OpenMX 3.8.5, LDA with the OpenMX 2013 pseudopotentials and standard basis, for GaAs (F-43m, 8-atom cell) without spin polarisation or spin-orbit coupling, on a 5×5×5 k mesh. The Mulliken-projected density of states (tetrahedron method, 6×6×6 mesh) is taken over filled states with a window floor of -12 eV; band centres are measured from the valence top.

```
projection name  projection electrons (e)  projection band centre (eV)
          As1_s                     1.440                      -10.330
          As1_p                     3.160                       -2.890
          As1_d                     0.190                       -3.980
          As2_s                     1.430                      -10.280
          As2_p                     3.160                       -2.890
          As2_d                     0.190                       -3.990
          As3_s                     1.430                      -10.280
          As3_p                     3.160                       -2.890
          As3_d                     0.190                       -3.990
          As4_s                     1.430                      -10.280
          As4_p                     3.160                       -2.890
          As4_d                     0.190                       -3.990
          Ga5_s                     1.250                       -6.910
          Ga5_p                     1.630                       -3.690
          Ga5_d                     0.100                       -4.140
          Ga6_s                     1.260                       -6.950
          Ga6_p                     1.630                       -3.700
          Ga6_d                     0.100                       -4.170
          Ga7_s                     1.260                       -6.950
          Ga7_p                     1.630                       -3.700
          Ga7_d                     0.100                       -4.170
          Ga8_s                     1.260                       -6.950
          Ga8_p                     1.630                       -3.700
          Ga8_d                     0.100                       -4.160
```

Arsenic holds its valence electrons more tightly than gallium does. The simple pattern is therefore that filled states on As should lie deeper than those on Ga, shell by shell. The projection band centre, the average energy of the filled states projected on one shell of one atom and measured from the valence top, follows this for s: As lies about 3.4 eV below Ga. The p rows break it. At every site the Ga p centre lies below the As p centre, by 0.81 eV on average.

The break is far larger than the noise in this LDA calculation. The four atoms of each element are equivalent by symmetry, so the differences among their rows show the numerical scatter, which reaches 0.05 eV. The p reversal is about sixteen times as large.

The projection electrons show that As has not lost its stronger hold. Its p shell takes 3.16 electrons per atom, the Ga p shell only 1.63. Such counts are not ionic charges, and like the centres they shift with the basis, but they place most of the filled p character on As, as its lower atomic level demands. The order of the centres and the order of the atomic levels are thus two different things.

A polar bond between two p orbitals shows one way in which they can part. Put the As level at $-\Delta$ and the Ga level at $+\Delta$, and let them couple with strength $\beta$. The filled bonding state then has the energy $E=-\sqrt{\Delta^2+\beta^2}$, and the share of Ga in it is $w=\tfrac12\left(1-\Delta/|E|\right)$. With weak coupling the state stays near the As level and contains little Ga. Stronger coupling pushes the state down and mixes more Ga into it.

A diatomic molecule with a single such bond would still show no reversal, because its one bonding state gives both atoms the same centre. A crystal has a whole range of bonding states, since the coupling depends on how the phase of the wave changes from atom to atom. In this model gallium has its largest share in the strongly coupled, deep states and its smallest in the weakly coupled ones near the top. Averaged over the filled states, the minority partner therefore comes out deeper, although its own atomic level is higher.

Germanium, with the same arrangement of atoms but only one element, marks the limit of this argument. There $\Delta$ is zero and each atom has half of every bond, however strong the coupling. By symmetry the p centres of the two atoms coincide. By this route, a reversal needs both ingredients: two unlike atoms and a spread of bond strengths.

The s orbitals add a second route to the same result. Arsenic s forms a deep band of its own, and the Ga p orbitals that point towards the As atoms mix into it. To see how much of this would be enough, suppose that a share $x$ of the filled Ga p character sits at the As s centre, $-10.29$ eV, and the rest at the As p centre, $-2.89$ eV. The Ga p centre then lies $7.40\,x$ eV below the As p centre, and matching the 0.81 eV found requires $x\approx0.11$.

A modest admixture, about a tenth, could thus account for the whole break. This is a required share and not a prediction, because the reversal itself went into it. How the effect divides between the deep band and the spread of p bonds remains untested. The two-orbital model also leaves out the mixing of As p with Ga s, which puts some As p character into deeper filled states and so works against the reversal. It shows how a reversal can arise, but alone it fixes neither the direction nor the size of the break found here.

The s rows keep the atomic order because the As s level lies far below the other valence s and p levels. Gallium s has no comparable band to itself: it is spread over the deep band and over bonds with As p, so its centre, near $-6.9$ eV, is an average and not a level. The d rows are reversed too, by only 0.17 eV. They contain small admixtures to the s and p bands, while the filled 3d shells lie below the energy window, so their order does not rank any d levels.

The window also affects the s rows. Together the rows fall 0.92 electrons short of the 32 expected per cell without the 3d shells, probably because the floor cuts off the bottom of the deep band. The lowest state of that band at the zone centre has s but no p character by symmetry, so the loss should fall mainly on s, whose centres are then somewhat too shallow. Even if the whole shortfall were As p at a rough recalled band bottom of $-13$ eV, it would not undo the p reversal, which would take 1.10 electrons. The output below gives this test together with the main differences and ratios used here.

Output of the analysis:

```
As s centre minus Ga s centre, site means, eV: -3.353
As p centre minus Ga p centre, site means, eV: 0.8075
As d centre minus Ga d centre, site means, eV: 0.1725
As p electrons over Ga p electrons, ratio: 1.939
spread of centre among equivalent As s rows, eV: 0.05
spread of centre among equivalent Ga s rows, eV: 0.04
spread of centre among equivalent Ga d rows, eV: 0.03
distance from As p centre down to As s centre, eV: 7.402
p reversal over that distance, ratio: 0.1091
electrons expected per cell without the 3d shells, e: 32
electrons found in all rows, e: 31.08
electrons missing from the rows per cell, e: 0.92
electrons per cell that As p would need at -13 eV to undo the p reversal, e: 1.097
Ga s centre if all missing electrons were Ga s at -13 eV, eV: -7.877
```
